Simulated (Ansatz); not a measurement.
**PbS under changes of volume**

One of the cells (26.664 Å³/atom); the others are scaled copies at fixed shape and fractional positions:

```
Pb S
1.0
     2.07995   -5.99130    0.00000
     2.07995    5.99130    0.00000
     0.00000    0.00000    4.27932
Pb S
2 2
Direct
  0.13056 0.86944 0.25000
  0.86944 0.13056 0.75000
  0.35480 0.64520 0.25000
  0.64520 0.35480 0.75000
```

Measurements of this composition are mostly on another form, of space group No. 225.

| Property | Result |
| --- | --- |
| Program | Ansatz 0.2.0 |
| Functional | BLYP |
| Dispersion | D4 |
| Potentials or basis | Ansatz PAW |
| Cutoff | 420 eV (not typed: the program's choice for these potentials) |
| k mesh | 7 × 7 × 6 |
| Occupations | fermi-dirac, width 0.05 eV |
| Spin | no spin polarisation |

```tsv
volume (Å³/atom)	energy over the lowest point (meV/atom)	pressure (GPa)	gap on the mesh (eV)	largest force (eV/Å)
25.064	50.88	4.6	1.19	0.664
25.597	?	?	?	?
26.130	29.48	1.9	1.28	0.375
26.664	24.95	0.9	1.31	0.240
27.197	22.61	0.8	1.33	0.120
27.730	16.40	3.5	1.34	0.119
28.263	0.00	4.9	1.36	0.251
```

Question: What does the run at 25.597 Å³/atom give?

Answer: Energy over the lowest point 37.91 meV/atom; pressure 3.2 GPa; gap on the mesh 1.23 eV; largest force 0.515 eV/Å.

Worked out: A Birch-Murnaghan fit of order 3 (a polynomial in V^(-2/3)) to the other rows has no minimum within the range. It gives 35.06 meV/atom at 25.597 Å³/atom, against the run's 37.91, and -dE/dV = 3.1 GPa, against 3.2. A parabola through the other rows of the gap, of slope 2.06 eV per unit of ln V there, gives 1.24 eV, against the run's 1.23.

Energies are extrapolated to zero smearing.

Caveats: odd divisions of the mesh miss points on the zone boundary, where band edges often lie, so the gap on the mesh can be too wide; spin-orbit coupling is left out, which as a rule narrows the gap of such compounds by several tenths of an eV; the PAW data sets come from PBE, with cores solved anew for the run's functional, which leaves a small shift of forces and pressure.

A mesh can miss the band edges.
